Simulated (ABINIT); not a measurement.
Crystal: TiSi.

```
Ti Si
1.0
     1.81618   -2.11762    0.00000
     1.81618    2.11762    0.00000
     0.00000    0.00000    3.80393
Ti Si
1 1
Direct
  0.50000 0.50000 0.00000
  0.00000 0.00000 0.50000
```

The cell comes from a database or a generator and needn't be the stable form of this composition.

| Property | Result |
| --- | --- |
| Program | ABINIT 10.8.3 (patched build) |
| Task | relaxation of cell and atoms |
| Functional | LDA |
| Potentials or basis | PseudoDojo NC SR LDA v0.4.1 standard |
| Cutoff | 1143 eV |
| k mesh | 8 × 8 × 5 |
| Occupations | fermi-dirac, width 0.05 eV |
| Spin | no spin polarisation |

At the start: pressure -7.8 GPa; volume 14.63 Å³/atom.

Q: How do energy, volume and symmetry change on relaxing?

A: Over 12 steps the energy falls by 22.0 meV/atom and the volume is 13.79 Å³/atom (-5.7 %); space group Cmmm (No. 65, to 0.05 Å).

The path:
| step | energy change (eV) | largest force (eV/Å) | pressure (GPa) | volume (Å³) |
| --- | --- | --- | --- | --- |
| 1 | 0.0000 | 0.0000 | -7.84 | 29.26 |
| 2 | -0.0276 | 0.0000 | -4.74 | 28.56 |
| 3 | -0.0422 | 0.0000 | 0.41 | 27.57 |
| 4 | -0.0427 | 0.0000 | 0.09 | 27.62 |
| 5 | -0.0437 | 0.0000 | -0.33 | 27.66 |
| 6 | -0.0439 | 0.0000 | -0.18 | 27.62 |
| 7 | -0.0439 | 0.0000 | -0.03 | 27.59 |
| 8 | -0.0439 | 0.0000 | 0.00 | 27.59 |
| 9 | -0.0439 | 0.0000 | 0.00 | 27.58 |
| 10 | -0.0439 | 0.0000 | 0.01 | 27.58 |
| 11 | -0.0439 | 0.0000 | 0.00 | 27.58 |
| 12 | -0.0439 | 0.0000 | 0.00 | 27.59 |

Final structure:
```
CELL_PARAMETERS angstrom
1.79654 -2.05059 0.00000
1.79654 2.05059 0.00000
0.00000 0.00000 3.74397
ATOMIC_POSITIONS crystal
Ti 0.50000 0.50000 0.00000
Si 0.00000 0.00000 0.50000
```
